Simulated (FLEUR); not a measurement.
# C (P6_3/mmc) in FLEUR: a series of runs, part 2 of 2

FLEUR MaX-R8.1 (later development tree). The steps go on from the part before.

**5. Equation of state, LDA exchange alone (X-alpha), 5.67 Å³/atom**

The COD entry that gives the cell may itself be a prediction, so a difference from it is no test against experiment.

Changes to inp.xml since step 4:

```diff
@@ -24,3 +24,3 @@
       <xi:include xmlns:xi="http://www.w3.org/2001/XInclude" href="sym.xml"> </xi:include>
-      <bulkLattice scale="0.9864848297">
+      <bulkLattice scale="1.0000000000">
          <bravaisMatrix>
```

Started as:

```console
$ inpgen -f crystal.txt -profile fastHighL
$ # inp.xml edited to the form shown
$ fleur_MPI
```

It took 10 min on 1 thread of Arm Neoverse V1, shared host; peak memory 0.15 GiB.

The run converged. Its results:

- Free energy: -12216.4421 eV
- Band gap on the k mesh: 4.25 eV, indirect (least direct gap 5.21 eV)
- Valence electrons inside the program's atomic spheres: C 1.95 (radii C 1.31 bohr)

Caveat: an odd mesh through Γ misses points on the zone boundary, where band edges often lie.

**6. Equation of state, LDA exchange alone (X-alpha), 5.90 Å³/atom (volume scaled by 1.04)**

Changes to inp.xml since step 5:

```diff
@@ -24,3 +24,3 @@
       <xi:include xmlns:xi="http://www.w3.org/2001/XInclude" href="sym.xml"> </xi:include>
-      <bulkLattice scale="1.0000000000">
+      <bulkLattice scale="1.0131594038">
          <bravaisMatrix>
```

Potentials or basis: all-electron, FLAPW.

Started as:

```console
$ inpgen -f crystal.txt -profile fastHighL
$ # inp.xml edited to the form shown
$ fleur_MPI
```

Run time: 10 min. Hardware: 1 thread of Arm Neoverse V1, shared host; peak memory 0.16 GiB.

It converged, with:

```yaml
Free_energy: -12216.4087 eV
Band_gap_on_the_k_mesh: 4.15 eV, indirect (least direct gap 5.11 eV)
Valence_electrons_inside_the_program's_atomic_spheres: C 1.92 (radii C 1.31 bohr)
```

Caveat: an odd mesh through Γ misses points on the zone boundary, where band edges often lie.

**7. Equation of state, LDA exchange alone (X-alpha), 6.01 Å³/atom (volume scaled by 1.06)**

Changes to inp.xml since step 6:

```diff
@@ -24,3 +24,3 @@
       <xi:include xmlns:xi="http://www.w3.org/2001/XInclude" href="sym.xml"> </xi:include>
-      <bulkLattice scale="1.0131594038">
+      <bulkLattice scale="1.0196128224">
          <bravaisMatrix>
```

Started as:

```console
$ inpgen -f crystal.txt -profile fastHighL
$ # inp.xml edited to the form shown
$ fleur_MPI
```

It took 11 min on 1 thread of Arm Neoverse V1, shared host; peak memory 0.16 GiB.

It converged, with:

| Item | Value |
| --- | --- |
| Free energy | -12216.2942 eV |
| Band gap on the k mesh | 4.10 eV, indirect (least direct gap 5.07 eV) |
| Valence electrons inside the program's atomic spheres | C 1.90 (radii C 1.31 bohr) |

Caveat: an odd mesh through Γ misses points on the zone boundary, where band edges often lie.

**8. Equation of state, LDA exchange alone (X-alpha)**

This step only gathers the single runs of the series.

Results:

```yaml
Equilibrium_volume: 5.76 Å³/atom
Bulk_modulus_at_fixed_shape_and_positions: 423 GPa
Pressure_derivative_of_the_bulk_modulus: "3.7 (rough: it moves with the points fitted)"
```

Energy against volume, from the lowest point:
```tsv
volume (Å³/atom)	energy (meV/atom)
5.332	44.96
5.445	22.58
5.672	0.00
5.899	2.78
6.012	12.33
```

Caveat: the cell was scaled at fixed shape and fractional positions, which overstates the stiffness of a crystal with free parameters, most of all of layers and chains.
